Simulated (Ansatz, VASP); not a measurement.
**Cross-check of InAs between VASP and Ansatz**

One calculation is typed for both programs; each brings its own data sets. How far apart do they land? The cell is taken from a series of runs on this material, whose earlier steps may have relaxed, scaled, displaced or heated it; both programs get it as it stands.

Calculated with Ansatz 0.2.0; plane waves, with VASP 6.6.1 beside it; LDA.

## Step 1: The structure

The structure is tetragonal, space group I-4m2 (No. 119). Conventional cell: a = 4.389 Å, b = 4.389 Å, c = 5.815 Å, α = 90.00°, β = 90.00°, γ = 90.00°. As has 4 In at 2.63 Å nearest. In has 4 As at 2.63 Å nearest. Farther neighbours are not listed.

Coordinates:

```
As In
1.0
     0.00000    3.10317    2.90772
     3.10317    0.00000    2.90772
     3.10317    3.10317    0.00000
As In
1 1
Cartesian
  4.6547 4.6547 4.3616
  0.0001 0.0001 0.0000
```

## Step 2: VASP: zone-centre phonons, LDA

Second derivatives magnify differences that forces hide, and they need a tight electronic threshold.

Lines of VASP's logs that name or quote its potential files are left out, and so is its time.

INCAR reads:

```
SYSTEM = InAs
PREC = Accurate
ENCUT = 500
EDIFF = 1E-08
NELM = 120
ISMEAR = 0
SIGMA = 0.015
LREAL = .FALSE.
ALGO = Normal
GGA = PW92
NBANDS = 15
LORBIT = 11
LWAVE = .FALSE.
LCHARG = .FALSE.
ISIF = 2
ISYM = 2
IBRION = 8
LASPH = .TRUE.
GGA_COMPAT = .FALSE.
EFERMI = MIDGAP
KPAR = 2
```

POSCAR reads:

```
InAs
1.0
    0.0000000000      3.1031729103      2.9077201936
    3.1031729103      0.0000000000      2.9077201936
    3.1031729103      3.1031729103      0.0000000000
As In
1 1
Direct
    0.7499974237      0.7499974237      0.7499692846
    0.0000025763      0.0000025763      0.0000307154
```

KPOINTS reads:

```
Points of the shifted mesh
1728
Reciprocal
 0.0416666667  0.0416666667  0.0416666667 1
 0.0416666667  0.0416666667  0.1250000000 1
 0.0416666667  0.0416666667  0.2083333333 1
 0.0416666667  0.0416666667  0.2916666667 1
 0.0416666667  0.0416666667  0.3750000000 1
 0.0416666667  0.0416666667  0.4583333333 1
 0.0416666667  0.0416666667  0.5416666667 1
 0.0416666667  0.0416666667  0.6250000000 1
 0.0416666667  0.0416666667  0.7083333333 1
 0.0416666667  0.0416666667  0.7916666667 1
 0.0416666667  0.0416666667  0.8750000000 1
 0.0416666667  0.0416666667  0.9583333333 1
 0.0416666667  0.1250000000  0.0416666667 1
 0.0416666667  0.1250000000  0.1250000000 1
 0.0416666667  0.1250000000  0.2083333333 1
 0.0416666667  0.1250000000  0.2916666667 1
 0.0416666667  0.1250000000  0.3750000000 1
 0.0416666667  0.1250000000  0.4583333333 1
 0.0416666667  0.1250000000  0.5416666667 1
 0.0416666667  0.1250000000  0.6250000000 1
 0.0416666667  0.1250000000  0.7083333333 1
 0.0416666667  0.1250000000  0.7916666667 1
 0.0416666667  0.1250000000  0.8750000000 1
 0.0416666667  0.1250000000  0.9583333333 1
 0.0416666667  0.2083333333  0.0416666667 1
 0.0416666667  0.2083333333  0.1250000000 1
 0.0416666667  0.2083333333  0.2083333333 1
 0.0416666667  0.2083333333  0.2916666667 1
 0.0416666667  0.2083333333  0.3750000000 1
 0.0416666667  0.2083333333  0.4583333333 1
 0.0416666667  0.2083333333  0.5416666667 1
 0.0416666667  0.2083333333  0.6250000000 1
 0.0416666667  0.2083333333  0.7083333333 1
 0.0416666667  0.2083333333  0.7916666667 1
 0.0416666667  0.2083333333  0.8750000000 1
 0.0416666667  0.2083333333  0.9583333333 1
 0.0416666667  0.2916666667  0.0416666667 1
 0.0416666667  0.2916666667  0.1250000000 1
 0.0416666667  0.2916666667  0.2083333333 1
 0.0416666667  0.2916666667  0.2916666667 1
 0.0416666667  0.2916666667  0.3750000000 1
 0.0416666667  0.2916666667  0.4583333333 1
 0.0416666667  0.2916666667  0.5416666667 1
 0.0416666667  0.2916666667  0.6250000000 1
 0.0416666667  0.2916666667  0.7083333333 1
 0.0416666667  0.2916666667  0.7916666667 1
 0.0416666667  0.2916666667  0.8750000000 1
 0.0416666667  0.2916666667  0.9583333333 1
 0.0416666667  0.3750000000  0.0416666667 1
 0.0416666667  0.3750000000  0.1250000000 1
 0.0416666667  0.3750000000  0.2083333333 1
 0.0416666667  0.3750000000  0.2916666667 1
 0.0416666667  0.3750000000  0.3750000000 1
 0.0416666667  0.3750000000  0.4583333333 1
 0.0416666667  0.3750000000  0.5416666667 1
 0.0416666667  0.3750000000  0.6250000000 1
 0.0416666667  0.3750000000  0.7083333333 1
 0.0416666667  0.3750000000  0.7916666667 1
 0.0416666667  0.3750000000  0.8750000000 1
 0.0416666667  0.3750000000  0.9583333333 1
 0.0416666667  0.4583333333  0.0416666667 1
 0.0416666667  0.4583333333  0.1250000000 1
 0.0416666667  0.4583333333  0.2083333333 1
 0.0416666667  0.4583333333  0.2916666667 1
 0.0416666667  0.4583333333  0.3750000000 1
 0.0416666667  0.4583333333  0.4583333333 1
 0.0416666667  0.4583333333  0.5416666667 1
 0.0416666667  0.4583333333  0.6250000000 1
 0.0416666667  0.4583333333  0.7083333333 1
 0.0416666667  0.4583333333  0.7916666667 1
 0.0416666667  0.4583333333  0.8750000000 1
 0.0416666667  0.4583333333  0.9583333333 1
 0.0416666667  0.5416666667  0.0416666667 1
 0.0416666667  0.5416666667  0.1250000000 1
 0.0416666667  0.5416666667  0.2083333333 1
 0.0416666667  0.5416666667  0.2916666667 1
 0.0416666667  0.5416666667  0.3750000000 1
 0.0416666667  0.5416666667  0.4583333333 1
 0.0416666667  0.5416666667  0.5416666667 1
 0.0416666667  0.5416666667  0.6250000000 1
 0.0416666667  0.5416666667  0.7083333333 1
 0.0416666667  0.5416666667  0.7916666667 1
 0.0416666667  0.5416666667  0.8750000000 1
 0.0416666667  0.5416666667  0.9583333333 1
 0.0416666667  0.6250000000  0.0416666667 1
 0.0416666667  0.6250000000  0.1250000000 1
 0.0416666667  0.6250000000  0.2083333333 1
 0.0416666667  0.6250000000  0.2916666667 1
 0.0416666667  0.6250000000  0.3750000000 1
 0.0416666667  0.6250000000  0.4583333333 1
 0.0416666667  0.6250000000  0.5416666667 1
 0.0416666667  0.6250000000  0.6250000000 1
 0.0416666667  0.6250000000  0.7083333333 1
 0.0416666667  0.6250000000  0.7916666667 1
 0.0416666667  0.6250000000  0.8750000000 1
 0.0416666667  0.6250000000  0.9583333333 1
 0.0416666667  0.7083333333  0.0416666667 1
 0.0416666667  0.7083333333  0.1250000000 1
 0.0416666667  0.7083333333  0.2083333333 1
 0.0416666667  0.7083333333  0.2916666667 1
 0.0416666667  0.7083333333  0.3750000000 1
 0.0416666667  0.7083333333  0.4583333333 1
 0.0416666667  0.7083333333  0.5416666667 1
 0.0416666667  0.7083333333  0.6250000000 1
 0.0416666667  0.7083333333  0.7083333333 1
 0.0416666667  0.7083333333  0.7916666667 1
 0.0416666667  0.7083333333  0.8750000000 1
 0.0416666667  0.7083333333  0.9583333333 1
 0.0416666667  0.7916666667  0.0416666667 1
 0.0416666667  0.7916666667  0.1250000000 1
 0.0416666667  0.7916666667  0.2083333333 1
 0.0416666667  0.7916666667  0.2916666667 1
[... 1390 lines left out ...]
 0.8750000000  0.4583333333  0.1250000000 1
 0.8750000000  0.4583333333  0.2083333333 1
 0.8750000000  0.4583333333  0.2916666667 1
 0.8750000000  0.4583333333  0.3750000000 1
 0.8750000000  0.4583333333  0.4583333333 1
 0.8750000000  0.4583333333  0.5416666667 1
 0.8750000000  0.4583333333  0.6250000000 1
 0.8750000000  0.4583333333  0.7083333333 1
 0.8750000000  0.4583333333  0.7916666667 1
 0.8750000000  0.4583333333  0.8750000000 1
 0.8750000000  0.4583333333  0.9583333333 1
 0.8750000000  0.5416666667  0.0416666667 1
 0.8750000000  0.5416666667  0.1250000000 1
 0.8750000000  0.5416666667  0.2083333333 1
 0.8750000000  0.5416666667  0.2916666667 1
 0.8750000000  0.5416666667  0.3750000000 1
 0.8750000000  0.5416666667  0.4583333333 1
 0.8750000000  0.5416666667  0.5416666667 1
 0.8750000000  0.5416666667  0.6250000000 1
 0.8750000000  0.5416666667  0.7083333333 1
 0.8750000000  0.5416666667  0.7916666667 1
 0.8750000000  0.5416666667  0.8750000000 1
 0.8750000000  0.5416666667  0.9583333333 1
 0.8750000000  0.6250000000  0.0416666667 1
 0.8750000000  0.6250000000  0.1250000000 1
 0.8750000000  0.6250000000  0.2083333333 1
 0.8750000000  0.6250000000  0.2916666667 1
 0.8750000000  0.6250000000  0.3750000000 1
 0.8750000000  0.6250000000  0.4583333333 1
 0.8750000000  0.6250000000  0.5416666667 1
 0.8750000000  0.6250000000  0.6250000000 1
 0.8750000000  0.6250000000  0.7083333333 1
 0.8750000000  0.6250000000  0.7916666667 1
 0.8750000000  0.6250000000  0.8750000000 1
 0.8750000000  0.6250000000  0.9583333333 1
 0.8750000000  0.7083333333  0.0416666667 1
 0.8750000000  0.7083333333  0.1250000000 1
 0.8750000000  0.7083333333  0.2083333333 1
 0.8750000000  0.7083333333  0.2916666667 1
 0.8750000000  0.7083333333  0.3750000000 1
 0.8750000000  0.7083333333  0.4583333333 1
 0.8750000000  0.7083333333  0.5416666667 1
 0.8750000000  0.7083333333  0.6250000000 1
 0.8750000000  0.7083333333  0.7083333333 1
 0.8750000000  0.7083333333  0.7916666667 1
 0.8750000000  0.7083333333  0.8750000000 1
 0.8750000000  0.7083333333  0.9583333333 1
 0.8750000000  0.7916666667  0.0416666667 1
 0.8750000000  0.7916666667  0.1250000000 1
 0.8750000000  0.7916666667  0.2083333333 1
 0.8750000000  0.7916666667  0.2916666667 1
 0.8750000000  0.7916666667  0.3750000000 1
 0.8750000000  0.7916666667  0.4583333333 1
 0.8750000000  0.7916666667  0.5416666667 1
 0.8750000000  0.7916666667  0.6250000000 1
 0.8750000000  0.7916666667  0.7083333333 1
 0.8750000000  0.7916666667  0.7916666667 1
 0.8750000000  0.7916666667  0.8750000000 1
 0.8750000000  0.7916666667  0.9583333333 1
 0.8750000000  0.8750000000  0.0416666667 1
 0.8750000000  0.8750000000  0.1250000000 1
 0.8750000000  0.8750000000  0.2083333333 1
 0.8750000000  0.8750000000  0.2916666667 1
 0.8750000000  0.8750000000  0.3750000000 1
 0.8750000000  0.8750000000  0.4583333333 1
 0.8750000000  0.8750000000  0.5416666667 1
 0.8750000000  0.8750000000  0.6250000000 1
 0.8750000000  0.8750000000  0.7083333333 1
 0.8750000000  0.8750000000  0.7916666667 1
 0.8750000000  0.8750000000  0.8750000000 1
 0.8750000000  0.8750000000  0.9583333333 1
 0.8750000000  0.9583333333  0.0416666667 1
 0.8750000000  0.9583333333  0.1250000000 1
 0.8750000000  0.9583333333  0.2083333333 1
 0.8750000000  0.9583333333  0.2916666667 1
 0.8750000000  0.9583333333  0.3750000000 1
 0.8750000000  0.9583333333  0.4583333333 1
 0.8750000000  0.9583333333  0.5416666667 1
 0.8750000000  0.9583333333  0.6250000000 1
 0.8750000000  0.9583333333  0.7083333333 1
 0.8750000000  0.9583333333  0.7916666667 1
 0.8750000000  0.9583333333  0.8750000000 1
 0.8750000000  0.9583333333  0.9583333333 1
 0.9583333333  0.0416666667  0.0416666667 1
 0.9583333333  0.0416666667  0.1250000000 1
 0.9583333333  0.0416666667  0.2083333333 1
 0.9583333333  0.0416666667  0.2916666667 1
 0.9583333333  0.0416666667  0.3750000000 1
 0.9583333333  0.0416666667  0.4583333333 1
 0.9583333333  0.0416666667  0.5416666667 1
 0.9583333333  0.0416666667  0.6250000000 1
 0.9583333333  0.0416666667  0.7083333333 1
 0.9583333333  0.0416666667  0.7916666667 1
 0.9583333333  0.0416666667  0.8750000000 1
 0.9583333333  0.0416666667  0.9583333333 1
 0.9583333333  0.1250000000  0.0416666667 1
 0.9583333333  0.1250000000  0.1250000000 1
 0.9583333333  0.1250000000  0.2083333333 1
 0.9583333333  0.1250000000  0.2916666667 1
 0.9583333333  0.1250000000  0.3750000000 1
 0.9583333333  0.1250000000  0.4583333333 1
 0.9583333333  0.1250000000  0.5416666667 1
 0.9583333333  0.1250000000  0.6250000000 1
 0.9583333333  0.1250000000  0.7083333333 1
 0.9583333333  0.1250000000  0.7916666667 1
 0.9583333333  0.1250000000  0.8750000000 1
 0.9583333333  0.1250000000  0.9583333333 1
 0.9583333333  0.2083333333  0.0416666667 1
 0.9583333333  0.2083333333  0.1250000000 1
 0.9583333333  0.2083333333  0.2083333333 1
 0.9583333333  0.2083333333  0.2916666667 1
 0.9583333333  0.2083333333  0.3750000000 1
 0.9583333333  0.2083333333  0.4583333333 1
 0.9583333333  0.2083333333  0.5416666667 1
 0.9583333333  0.2083333333  0.6250000000 1
 0.9583333333  0.2083333333  0.7083333333 1
 0.9583333333  0.2083333333  0.7916666667 1
 0.9583333333  0.2083333333  0.8750000000 1
 0.9583333333  0.2083333333  0.9583333333 1
 0.9583333333  0.2916666667  0.0416666667 1
 0.9583333333  0.2916666667  0.1250000000 1
 0.9583333333  0.2916666667  0.2083333333 1
 0.9583333333  0.2916666667  0.2916666667 1
 0.9583333333  0.2916666667  0.3750000000 1
 0.9583333333  0.2916666667  0.4583333333 1
 0.9583333333  0.2916666667  0.5416666667 1
 0.9583333333  0.2916666667  0.6250000000 1
 0.9583333333  0.2916666667  0.7083333333 1
 0.9583333333  0.2916666667  0.7916666667 1
 0.9583333333  0.2916666667  0.8750000000 1
 0.9583333333  0.2916666667  0.9583333333 1
 0.9583333333  0.3750000000  0.0416666667 1
 0.9583333333  0.3750000000  0.1250000000 1
 0.9583333333  0.3750000000  0.2083333333 1
 0.9583333333  0.3750000000  0.2916666667 1
 0.9583333333  0.3750000000  0.3750000000 1
 0.9583333333  0.3750000000  0.4583333333 1
 0.9583333333  0.3750000000  0.5416666667 1
 0.9583333333  0.3750000000  0.6250000000 1
 0.9583333333  0.3750000000  0.7083333333 1
 0.9583333333  0.3750000000  0.7916666667 1
 0.9583333333  0.3750000000  0.8750000000 1
 0.9583333333  0.3750000000  0.9583333333 1
 0.9583333333  0.4583333333  0.0416666667 1
 0.9583333333  0.4583333333  0.1250000000 1
 0.9583333333  0.4583333333  0.2083333333 1
 0.9583333333  0.4583333333  0.2916666667 1
 0.9583333333  0.4583333333  0.3750000000 1
 0.9583333333  0.4583333333  0.4583333333 1
 0.9583333333  0.4583333333  0.5416666667 1
 0.9583333333  0.4583333333  0.6250000000 1
 0.9583333333  0.4583333333  0.7083333333 1
 0.9583333333  0.4583333333  0.7916666667 1
 0.9583333333  0.4583333333  0.8750000000 1
 0.9583333333  0.4583333333  0.9583333333 1
 0.9583333333  0.5416666667  0.0416666667 1
 0.9583333333  0.5416666667  0.1250000000 1
 0.9583333333  0.5416666667  0.2083333333 1
 0.9583333333  0.5416666667  0.2916666667 1
 0.9583333333  0.5416666667  0.3750000000 1
 0.9583333333  0.5416666667  0.4583333333 1
 0.9583333333  0.5416666667  0.5416666667 1
 0.9583333333  0.5416666667  0.6250000000 1
 0.9583333333  0.5416666667  0.7083333333 1
 0.9583333333  0.5416666667  0.7916666667 1
 0.9583333333  0.5416666667  0.8750000000 1
 0.9583333333  0.5416666667  0.9583333333 1
 0.9583333333  0.6250000000  0.0416666667 1
 0.9583333333  0.6250000000  0.1250000000 1
 0.9583333333  0.6250000000  0.2083333333 1
 0.9583333333  0.6250000000  0.2916666667 1
 0.9583333333  0.6250000000  0.3750000000 1
 0.9583333333  0.6250000000  0.4583333333 1
 0.9583333333  0.6250000000  0.5416666667 1
 0.9583333333  0.6250000000  0.6250000000 1
 0.9583333333  0.6250000000  0.7083333333 1
 0.9583333333  0.6250000000  0.7916666667 1
 0.9583333333  0.6250000000  0.8750000000 1
 0.9583333333  0.6250000000  0.9583333333 1
 0.9583333333  0.7083333333  0.0416666667 1
 0.9583333333  0.7083333333  0.1250000000 1
 0.9583333333  0.7083333333  0.2083333333 1
 0.9583333333  0.7083333333  0.2916666667 1
 0.9583333333  0.7083333333  0.3750000000 1
 0.9583333333  0.7083333333  0.4583333333 1
 0.9583333333  0.7083333333  0.5416666667 1
 0.9583333333  0.7083333333  0.6250000000 1
 0.9583333333  0.7083333333  0.7083333333 1
 0.9583333333  0.7083333333  0.7916666667 1
 0.9583333333  0.7083333333  0.8750000000 1
 0.9583333333  0.7083333333  0.9583333333 1
 0.9583333333  0.7916666667  0.0416666667 1
 0.9583333333  0.7916666667  0.1250000000 1
 0.9583333333  0.7916666667  0.2083333333 1
 0.9583333333  0.7916666667  0.2916666667 1
 0.9583333333  0.7916666667  0.3750000000 1
 0.9583333333  0.7916666667  0.4583333333 1
 0.9583333333  0.7916666667  0.5416666667 1
 0.9583333333  0.7916666667  0.6250000000 1
 0.9583333333  0.7916666667  0.7083333333 1
 0.9583333333  0.7916666667  0.7916666667 1
 0.9583333333  0.7916666667  0.8750000000 1
 0.9583333333  0.7916666667  0.9583333333 1
 0.9583333333  0.8750000000  0.0416666667 1
 0.9583333333  0.8750000000  0.1250000000 1
 0.9583333333  0.8750000000  0.2083333333 1
 0.9583333333  0.8750000000  0.2916666667 1
 0.9583333333  0.8750000000  0.3750000000 1
 0.9583333333  0.8750000000  0.4583333333 1
 0.9583333333  0.8750000000  0.5416666667 1
 0.9583333333  0.8750000000  0.6250000000 1
 0.9583333333  0.8750000000  0.7083333333 1
 0.9583333333  0.8750000000  0.7916666667 1
 0.9583333333  0.8750000000  0.8750000000 1
 0.9583333333  0.8750000000  0.9583333333 1
 0.9583333333  0.9583333333  0.0416666667 1
 0.9583333333  0.9583333333  0.1250000000 1
 0.9583333333  0.9583333333  0.2083333333 1
 0.9583333333  0.9583333333  0.2916666667 1
 0.9583333333  0.9583333333  0.3750000000 1
 0.9583333333  0.9583333333  0.4583333333 1
 0.9583333333  0.9583333333  0.5416666667 1
 0.9583333333  0.9583333333  0.6250000000 1
 0.9583333333  0.9583333333  0.7083333333 1
 0.9583333333  0.9583333333  0.7916666667 1
 0.9583333333  0.9583333333  0.8750000000 1
 0.9583333333  0.9583333333  0.9583333333 1
```

The projector-augmented-wave data sets are As and In_d (LDA family, release 64).

Run with:

```
$ mpirun -np 2 vasp_std
```

Numbers of over 12 decimals in the logs are rounded to 6 here.

The log of the run:

```text
[banner, memory and clock lines left out]
running    2 mpi-ranks, on    1 nodes
[...]
|                                                                             |
|               ----> ADVICE to this user running VASP <----                  |
|                                                                             |
|     You enforced a specific xc type in the INCAR file but a different       |
|     [... a line on the potential file left out ...]
|     I HOPE YOU KNOW WHAT YOU ARE DOING!                                     |
|                                                                             |

 LDA part: xc-table for (Slater(with rela. corr.)+PW92), standard interpolation
 POSCAR, INCAR and KPOINTS ok, starting setup
[...]
entering main loop
       N       E                     dE             d eps       ncg     rms          rms(c)
DAV:   1     0.111835295792E+03    0.11184E+03   -0.81815E+03 52016   0.125E+03
DAV:   2    -0.139499151119E+01   -0.11323E+03   -0.10895E+03 56159   0.300E+02
DAV:   3    -0.910125759628E+01   -0.77063E+01   -0.76639E+01 66694   0.796E+01
DAV:   4    -0.930228052178E+01   -0.20102E+00   -0.20096E+00 62935   0.145E+01
[...]
DAV:  12    -0.900260635632E+01    0.25043E-05   -0.49527E-06 78120   0.300E-02    0.712E-03
DAV:  13    -0.900260639510E+01   -0.38774E-07   -0.67777E-07 65574   0.476E-03    0.187E-03
DAV:  14    -0.900260639267E+01    0.24281E-08   -0.28117E-08 65760   0.262E-03
   1 F= -.90026064E+01 E0= -.90026064E+01  d E =-.248511E-50
 Linear response reoptimize wavefunctions to high precision
DAV:   1    -0.900260639313E+01   -0.46452E-09   -0.23069E-09 52927   0.564E-04
DAV:   2    -0.900260639320E+01   -0.65711E-10   -0.65600E-10 34845   0.224E-04
 Linear response DOF=           4
 Linear response progress:
  Degree of freedom:   1/  4
       N       E                     dE             d eps       ncg     rms          rms(c)
RMM:   1    -0.478001695794E-01   -0.47800E-01    0.63885E-02108894   0.154E+00
RMM:   2    -0.453246528100E-01    0.24755E-02    0.18400E-03 80980   0.576E-01    0.110E-01
RMM:   3    -0.460414650924E-01   -0.71681E-03   -0.19748E-03 95605   0.246E-01    0.466E-02
RMM:   4    -0.462069386770E-01   -0.16547E-03   -0.15919E-04 97580   0.835E-02    0.108E-02
[...]
RMM:   9    -0.462176440465E-01   -0.61367E-06    0.50348E-11100002   0.426E-04    0.766E-05
RMM:  10    -0.462177076091E-01   -0.63563E-07    0.57689E-08106478   0.169E-04    0.694E-05
RMM:  11    -0.462177092933E-01   -0.16842E-08   -0.67444E-08111752   0.682E-05    0.176E-05
 first order change of Fermi-energy   0.25893E+00
 force on displaced ion       1 direction 1 :  -7.330  -0.007   0.004
 Linear response progress:
  Degree of freedom:   2/  4
       N       E                     dE             d eps       ncg     rms          rms(c)
RMM:   1    -0.471003219142E-01   -0.47100E-01    0.65184E-02109529   0.149E+00
RMM:   2    -0.452721816420E-01    0.18281E-02    0.12044E-03 81505   0.548E-01    0.101E-01
RMM:   3    -0.458653840275E-01   -0.59320E-03   -0.18315E-03 95325   0.229E-01    0.437E-02
RMM:   4    -0.460067502559E-01   -0.14137E-03   -0.13902E-04 96947   0.782E-02    0.104E-02
[...]
RMM:  11    -0.460216365198E-01    0.10288E-07   -0.77566E-08109235   0.533E-05    0.171E-05
RMM:  12    -0.460216507945E-01   -0.14275E-07    0.25909E-08106382   0.208E-05    0.284E-06
RMM:  13    -0.460216460259E-01    0.47686E-08   -0.18982E-08100957   0.981E-06    0.154E-06
 first order change of Fermi-energy  -0.68906E+00
 force on displaced ion       1 direction 3 :   0.004   0.004  -7.020
 Linear response progress:
  Degree of freedom:   3/  4
       N       E                     dE             d eps       ncg     rms          rms(c)
RMM:   1    -0.235743261120E+00   -0.23574E+00   -0.98517E-02 70089   0.487E+00
RMM:   2    -0.238153192253E+00   -0.24099E-02   -0.13140E-02 88331   0.103E+00    0.789E-02
RMM:   3    -0.238098634535E+00    0.54558E-04   -0.15263E-03 96039   0.319E-01    0.387E-02
RMM:   4    -0.237905390949E+00    0.19324E-03   -0.14105E-04 98089   0.106E-01    0.203E-02
[...]
RMM:  12    -0.237870270072E+00    0.13587E-06    0.92052E-08105823   0.817E-05    0.264E-05
RMM:  13    -0.237870419300E+00   -0.14923E-06    0.10609E-07105052   0.481E-05    0.155E-05
RMM:  14    -0.237870420805E+00   -0.15049E-08    0.16603E-08122660   0.288E-05    0.214E-05
 first order change of Fermi-energy  -0.25893E+00
 force on displaced ion       2 direction 1 :  -7.324  -0.007   0.004
 Linear response progress:
  Degree of freedom:   4/  4
       N       E                     dE             d eps       ncg     rms          rms(c)
RMM:   1    -0.235301982069E+00   -0.23530E+00   -0.89009E-02 70012   0.494E+00
RMM:   2    -0.237839756276E+00   -0.25378E-02   -0.12874E-02 88059   0.103E+00    0.754E-02
RMM:   3    -0.237765211109E+00    0.74545E-04   -0.14902E-03 96199   0.314E-01    0.357E-02
RMM:   4    -0.237554368256E+00    0.21084E-03   -0.12816E-04 97585   0.101E-01    0.190E-02
[...]
RMM:  12    -0.237498816373E+00    0.98036E-07    0.58674E-08106714   0.685E-05    0.247E-05
RMM:  13    -0.237498933179E+00   -0.11681E-06    0.28929E-08102090   0.412E-05    0.201E-05
RMM:  14    -0.237498933258E+00   -0.78461E-10    0.15363E-08121068   0.251E-05    0.221E-05
 first order change of Fermi-energy   0.68907E+00
 force on displaced ion       2 direction 3 :   0.004   0.004  -6.990
 Linear response finished
```

(Continued in part 2 of 2.)

[Lines on the potential files, build, host, timing and source positions are cut from VASP's logs without a mark.]

[Logs are printed without paths, hosts, clocks, repeated set-up lines and the standing remarks that a program may print on its own settings, such as how far it seeks lower states.]

[Hosts, paths, dates, database ids (printed as entryN), source tags and the programs' standing remarks are cut or masked in the printed files.]
